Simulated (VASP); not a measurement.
# SiC (Moissanite 3C) (F-43m) in VASP: notebook

One crystal, SiC (Moissanite 3C), is run at these levels: r2SCAN; tasks: single point.

Program: VASP 6.6.1. These are calculated values, not measurements. Logs are shortened: lines on timing, memory, paths and dates and some standing lists are left out, and cuts for length are marked.

**1. The structure**

Symmetry: F-43m, No. 216, cubic system. Conventional cell: a = 4.358 Å, b = 4.358 Å, c = 4.358 Å, α = 90.00°, β = 90.00°, γ = 90.00°. Si (site symmetry -43m) has 4 C at 1.89 Å as nearest neighbours. C (site symmetry -43m) has 4 Si at 1.89 Å as nearest neighbours.

**2. Single point, r2SCAN**

File INCAR:

```
PREC     = Accurate       # precision mode
ENCUT    = 340            # plane-wave cutoff, eV
EDIFF    = 1E-7           # SCF threshold, eV
ISMEAR   = 0              # smearing method
SIGMA    = 0.05           # smearing width, eV
LREAL    = F              # projectors in reciprocal space
LASPH    = T              # aspherical terms in the spheres
NELM     = 100            # most SCF steps
ALGO     = Normal         # electronic algorithm
ISIF     = 2              # what is computed and relaxed
LWAVE    = F              # write WAVECAR
LCHARG   = F              # write CHGCAR
METAGGA  = R2SCAN         # meta-GGA
LMIXTAU  = T            
ADDGRID  = F
```

File KPOINTS:

```
regular mesh
0
Gamma
  6 6 6
```

File POSCAR:

```
SiC
1.0
    0.0000000000      2.1790000000      2.1790000000
    2.1790000000      0.0000000000      2.1790000000
    2.1790000000      2.1790000000      0.0000000000
Si C
1 1
Direct
    0.0000000000      0.0000000000      0.0000000000
    0.7500000000      0.7500000000      0.7500000000
```

Potentials or basis: VASP PAW PBE potentials, release 64 (Si, C).

The run is started by

```
cat potpaw_PBE.64/Si/POTCAR potpaw_PBE.64/C/POTCAR > POTCAR
mpirun -np 1 vasp_std > vasp.out
```

OUTCAR:

```text
PREC = Accurate
   ENCUT = 340
   EDIFF = 1E-7
   ISMEAR = 0
   LREAL = F
   LASPH = T
   NELM = 100
   ISIF = 2
   METAGGA = R2SCAN

 Found     16 irreducible k-points:

 Following reciprocal coordinates:
            Coordinates               Weight
  0.000000  0.000000  0.000000      1.000000
  0.166667  0.000000  0.000000      8.000000
  0.333333  0.000000  0.000000      8.000000
  0.500000  0.000000  0.000000      4.000000
  0.166667  0.166667  0.000000      6.000000
  0.333333  0.166667  0.000000     24.000000
   k-points           NKPTS =     16   k-points in BZ     NKDIM =     16   number of bands    NBANDS=      8
   number of dos      NEDOS =    301   number of ions     NIONS =      2
   total plane-waves  NPLWV =   8000
   dimension x,y,z NGX =    20 NGY =   20 NGZ =   20
   dimension x,y,z NGXF=    40 NGYF=   40 NGZF=   40
   ions per type =               1   1
   NGX,Y,Z   is equivalent  to a cutoff of  10.79, 10.79, 10.79 a.u.
   NGXF,Y,Z  is equivalent  to a cutoff of  21.58, 21.58, 21.58 a.u.
 SYSTEM =  unknown system
   PREC   = accura    normal or accurate (medium, high low for compatibility)
   ISTART =      0    job   : 0-new  1-cont  2-samecut
   ICHARG =      2    charge: 1-file 2-atom 10-const
   ISPIN  =      1    spin polarized calculation?
   LNONCOLLINEAR =      F non collinear calculations
   LSORBIT =      F    spin-orbit coupling
   LASPH  =      T    aspherical Exc in radial PAW
   ENCUT  =  340.0 eV  24.99 Ry    5.00 a.u.   4.63  4.63  4.63*2*pi/ulx,y,z
   NELM   =    100;   NELMIN=  2; NELMDL= -5     # of ELM steps
   EDIFF  = 0.1E-06   stopping-criterion for ELM
   LREAL  =      F    real-space projection
   EDIFFG = 0.1E-05   stopping-criterion for IOM
   NSW    =      0    number of steps for IOM
   IBRION =     -1    ionic relax: 0-MD 1-quasi-New 2-CG
   NFREE  =      0    steps in history (QN), initial steepest desc. (CG)
   ISIF   =      2    stress and relaxation
   ISYM   =      2    0-nonsym 1-usesym 2-fastsym
   POTIM  = 0.5000    time-step for ionic-motion
   TEBEG  =    0.0;   TEEND  =   0.0 temperature during run
   PSTRESS=    0.0 pullay stress
   NELECT =       8.0000    total number of electrons
   NUPDOWN=      -1.0000    fix difference up-down
   EMIN   =  10.00;   EMAX   =-10.00  energy-range for DOS
   EFERMI =   0.00;   METHOD = LEGACY
   ISMEAR =     0;   SIGMA  =   0.05  broadening in eV -4-tet -1-fermi 0-gaus
   EFERMI_NEDOS =   21; number of points for ismear=-14 and -15
   IALGO  =     38    algorithm
   IMIX   =      4    mixing-type and parameters
     AMIX     =   0.40;   BMIX     =  1.00
     AMIX_MAG =   1.60;   BMIX_MAG =  1.00
  volume/ion in A,a.u.               =      10.35        69.82
  Fermi-wavevector in a.u.,A,eV,Ry     =   1.192626  2.253736 19.352338  1.422357
  Thomas-Fermi vector in A             =   2.328660
   LORBIT       =      0    0 simple, 1 ext, 2 COOP (PROOUT), +10 PAW based schemes
   METAGGA = R2SCAN    functional components
   LHFCALC =     F    Hartree Fock is set to
   AEXX    =    0.0000 exact exchange contribution
   IVDW    =     0    specifies the selected vdW correction
   LEPSILON=     F    determine dielectric tensor
   LRPA    =     F    only Hartree local field effects (RPA)
 non-spin polarized calculation
 Gauss-broadening in eV      SIGMA  =   0.05
  energy-cutoff  :      340.00
  volume of cell :       20.69
 maximum number of plane-waves:       304
 NGX is ok and might be reduce to    20
   NGX =  9   NGY =  9   NGZ =  9

 number of electron       8.0000001 magnetization

 Free energy of the ion-electron system (eV)
  ---------------------------------------------------
  ext. energy  EPLUGINS =         0.00000000
  ---------------------------------------------------
  free energy    TOTEN  =       -19.33911496 eV

  energy without entropy =      -19.33911496  energy(sigma->0) =      -19.33911496

 E-fermi :   8.2931     XC(G=0): -11.9310

 val. band max:        8.0088392781   @ k =   0.0000   0.0000   0.0000
 cond. band min:       9.7089472585   @ k =   0.5000   0.5000   0.0000
 fundamental gap:      1.7001079804
 Fermi energy:         8.2931353339

 k-point     1 :       0.0000    0.0000    0.0000
  band No.  band energies     occupation
      1      -8.2032      2.00000
      2       8.0088      2.00000
      3       8.0088      2.00000
      4       8.0088      2.00000
      5      14.7980      0.00000
      6      15.8364      0.00000
      7      15.8364      0.00000
      8      15.8364      0.00000

 k-point     2 :       0.1667    0.0000    0.0000
  band No.  band energies     occupation
      1      -7.6457      2.00000
      2       5.5136      2.00000
      3       7.6450      2.00000
      4       7.6450      2.00000
      5      14.8939      0.00000
      6      16.3889      0.00000
      7      16.3889      0.00000
      8      17.0594      0.00000

 k-point     3 :       0.3333    0.0000    0.0000
  band No.  band energies     occupation
      1      -6.0774      2.00000
      2       1.5605      2.00000
      3       7.1074      2.00000
      4       7.1074      2.00000
      5      14.2286      0.00000
      6      16.1869      0.00000
      7      16.1869      0.00000
      8      18.8280      0.00000

 k-point     4 :       0.5000    0.0000    0.0000
  band No.  band energies     occupation
      1      -4.5849      2.00000
      2      -0.8348      2.00000
      3       6.8809      2.00000
      4       6.8809      2.00000
      5      13.9693      0.00000
      6      15.7400      0.00000
      7      15.7400      0.00000
      8      18.9774      0.00000

 k-point     5 :       0.1667    0.1667    0.0000
  band No.  band energies     occupation
      1      -7.4592      2.00000
      2       6.1057      2.00000
      3       6.8302      2.00000
      4       6.8302      2.00000
      5      14.0574      0.00000
      6      15.9658      0.00000
      7      17.6957      0.00000
      8      17.6957      0.00000

 k-point     6 :       0.3333    0.1667    0.0000
  band No.  band energies     occupation
      1      -6.2158      2.00000
      2       2.9966      2.00000
      3       6.1241      2.00000
      4       6.1669      2.00000
      5      13.4146      0.00000
      6      16.2141      0.00000
      7      17.6527      0.00000
      8      18.3460      0.00000

 [... further k-points ...]

------------------------ aborting loop because EDIFF is reached ----------------------------------------

  FORCE on cell =-STRESS in cart. coord.  units (eV):
  Direction    XX          YY          ZZ          XY          YZ          ZX
  --------------------------------------------------------------------------------------
  -------------------------------------------------------------------------------------
  Total       -0.5350433     -0.5350433     -0.5350433     -0.0000000      0.0000000     -0.0000000
  in kB      -41.4283661    -41.4283661    -41.4283661     -0.0000000      0.0000000     -0.0000000
  external PRESSURE =     -41.4283661 kB  Pullay stress =       0.0000000 kB

 VOLUME and BASIS-vectors are now :
 -----------------------------------------------------------------------------
  energy-cutoff  :      340.00
  volume of cell :       20.69
      direct lattice vectors                 reciprocal lattice vectors
     0.000000000  2.179000000  2.179000000    -0.229463056  0.229463056  0.229463056
     2.179000000  0.000000000  2.179000000     0.229463056 -0.229463056  0.229463056
     2.179000000  2.179000000  0.000000000     0.229463056  0.229463056 -0.229463056

 POSITION                                       TOTAL-FORCE (eV/Angst)
 -----------------------------------------------------------------------------------
      0.00000      0.00000      0.00000        -0.000000     -0.000000     -0.000000
      3.26850      3.26850      3.26850         0.000000      0.000000      0.000000
 -----------------------------------------------------------------------------------
    total drift:                               -0.000002     -0.000002     -0.000002

  FREE ENERGIE OF THE ION-ELECTRON SYSTEM (eV)
  ---------------------------------------------------
  free  energy   TOTEN  =       -19.3391149557 eV

  energy  without entropy=      -19.3391149557  energy(sigma->0) =      -19.33911496
```

Wall time 8.8 s (1 thread of Intel Xeon 6975P-C (Granite Rapids), shared host); peak memory 0.11 GiB.

The run converged, but a check on its numbers failed (symmetry, net force, bounds or a known fault of this set-up), so they aren't taken as properties of the crystal.

Caveat: the cutoff lies under the usual one of these potentials, so the numbers hold a large basis-set error; the PAW data sets were made with another functional, which shifts forces and pressure a little.

**3. Single point, r2SCAN**

Changes to INCAR since step 2:

```diff
@@ -1,3 +1,3 @@
 PREC     = Accurate       # precision mode
-ENCUT    = 340            # plane-wave cutoff, eV
+ENCUT    = 520            # plane-wave cutoff, eV
 EDIFF    = 1E-7           # SCF threshold, eV
```

File KPOINTS:

```
regular mesh
0
Gamma
  5 5 5
```

POSCAR is that of step 2.

Potentials or basis: VASP PAW PBE potentials, release 64 (Si, C).

The run is started by

```
cat potpaw_PBE.64/Si/POTCAR potpaw_PBE.64/C/POTCAR > POTCAR
mpirun -np 1 vasp_std > vasp.out
```

It took 7.6 s on 1 thread of Intel Xeon 6975P-C (Granite Rapids), shared host; peak memory 0.13 GiB.

These settings aren't checked as converged: the numbers below hold their error.

What came out:

```yaml
Free_energy: -19.2942 eV
Pressure: -0.4 GPa
Band_gap_on_the_k_mesh: 2.20 eV, indirect (least direct gap 5.32 eV)
```

Caveat: the k mesh is coarse (spacing up to 0.50 Å⁻¹), so the values aren't converged; the PAW data sets were made with another functional, which shifts forces and pressure a little; an odd mesh through Γ misses points on the zone boundary, where band edges often lie.

**4. Single point, r2SCAN**

Changes to INCAR since step 3:

```diff
@@ -1,3 +1,3 @@
 PREC     = Accurate       # precision mode
-ENCUT    = 520            # plane-wave cutoff, eV
+ENCUT    = 220            # plane-wave cutoff, eV
 EDIFF    = 1E-7           # SCF threshold, eV
```

File KPOINTS:

```
regular mesh
0
Gamma
  8 8 8
```

POSCAR is that of step 3.

Potentials or basis: VASP PAW PBE potentials, release 64 (Si, C).

The run is started by

```
cat potpaw_PBE.64/Si/POTCAR potpaw_PBE.64/C/POTCAR > POTCAR
mpirun -np 1 vasp_std > vasp.out
```

OUTCAR:

```text
PREC = Accurate
   ENCUT = 220
   EDIFF = 1E-7
   ISMEAR = 0
   LREAL = F
   LASPH = T
   NELM = 100
   ISIF = 2
   METAGGA = R2SCAN

 Found     29 irreducible k-points:

 Following reciprocal coordinates:
            Coordinates               Weight
  0.000000  0.000000  0.000000      1.000000
  0.125000  0.000000  0.000000      8.000000
  0.250000  0.000000  0.000000      8.000000
  0.375000  0.000000  0.000000      8.000000
[... 141 lines left out ...]

 [... further k-points ...]

------------------------ aborting loop because EDIFF is reached ----------------------------------------

  FORCE on cell =-STRESS in cart. coord.  units (eV):
  Direction    XX          YY          ZZ          XY          YZ          ZX
  --------------------------------------------------------------------------------------
  -------------------------------------------------------------------------------------
  Total       -2.7384108     -2.7384108     -2.7384108     -0.0000000      0.0000000      0.0000000
  in kB     -212.0349706   -212.0349706   -212.0349706     -0.0000000      0.0000000      0.0000000
  external PRESSURE =    -212.0349706 kB  Pullay stress =       0.0000000 kB

 VOLUME and BASIS-vectors are now :
 -----------------------------------------------------------------------------
  energy-cutoff  :      220.00
  volume of cell :       20.69
      direct lattice vectors                 reciprocal lattice vectors
     0.000000000  2.179000000  2.179000000    -0.229463056  0.229463056  0.229463056
     2.179000000  0.000000000  2.179000000     0.229463056 -0.229463056  0.229463056
     2.179000000  2.179000000  0.000000000     0.229463056  0.229463056 -0.229463056

 POSITION                                       TOTAL-FORCE (eV/Angst)
 -----------------------------------------------------------------------------------
      0.00000      0.00000      0.00000         0.000000      0.000000      0.000000
      3.26850      3.26850      3.26850        -0.000000     -0.000000     -0.000000
 -----------------------------------------------------------------------------------
    total drift:                               -0.000014     -0.000014     -0.000014

  FREE ENERGIE OF THE ION-ELECTRON SYSTEM (eV)
  ---------------------------------------------------
  free  energy   TOTEN  =       -19.4345199272 eV

  energy  without entropy=      -19.4345199272  energy(sigma->0) =      -19.43451993
```

OSZICAR:

```text
N       E                     dE             d eps       ncg     rms          rms(c)
DAV:   1    -0.115848127708E+02   -0.11585E+02   -0.27243E+03   512   0.445E+02
DAV:   2    -0.219377593556E+02   -0.10353E+02   -0.10079E+02   664   0.701E+01
DAV:   3    -0.220225137531E+02   -0.84754E-01   -0.84754E-01   528   0.759E+00
[... 13 lines left out ...]
DAV:  17    -0.194345323442E+02   -0.73507E-04   -0.11486E-06   520   0.809E-03    0.108E-03
DAV:  18    -0.194345157972E+02    0.16547E-04   -0.10290E-07   440   0.319E-03    0.534E-04
DAV:  19    -0.194345195038E+02   -0.37065E-05   -0.45132E-08   232   0.148E-03    0.295E-04
DAV:  20    -0.194345198830E+02   -0.37927E-06   -0.42777E-09   232   0.578E-04    0.204E-04
DAV:  21    -0.194345199272E+02   -0.44148E-07   -0.12924E-09   232   0.257E-04
   1 F= -.19434520E+02 E0= -.19434520E+02  d E =-.122296E-19
```

Run time: 5.8 s. Hardware: 1 thread of Intel Xeon 6975P-C (Granite Rapids), shared host; peak memory 0.11 GiB.

The run converged, but a check on its numbers failed (symmetry, net force, bounds or a known fault of this set-up), so they aren't taken as properties of the crystal.

Caveat: the cutoff lies under the usual one of these potentials, so the numbers hold a large basis-set error; the PAW data sets were made with another functional, which shifts forces and pressure a little.

[end of part 1 of 2]
